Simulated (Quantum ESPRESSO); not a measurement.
Crystal: TiC.

```
CELL_PARAMETERS angstrom
0.00000 2.16572 2.16572
2.16572 0.00000 2.16572
2.16572 2.16572 0.00000
ATOMIC_POSITIONS crystal
Ti 0.00000 0.00000 0.00000
C 0.50000 0.50000 0.50000
```

The cell is a database's computed one.

Program: Quantum ESPRESSO 7.5. Alike in all runs: task projected density of states; level PBEsol+U; potentials or basis SSSP 1.3 efficiency PBE; no spin polarisation; cell as given; k mesh 11 × 11 × 11; cutoff (eV) 748; smearing fermi-dirac 0.05 eV.

Problem. Order these runs on this cell by their pressure, lowest first.
A. U Ti d U = 3 eV
B. U Ti d U = 2 eV
C. U Ti d U = 6 eV
D. U Ti d U = 5 eV
E. U Ti d U = 1 eV

Solution. E (-4.9 GPa), B (-3.1 GPa), A (-1.1 GPa), D (3.2 GPa), C (5.5 GPa).

Caveats: the potentials were made for another functional, which shifts forces and pressure; U without spin polarisation on a metal has little footing; the U is typed as a test and isn't derived for this compound.
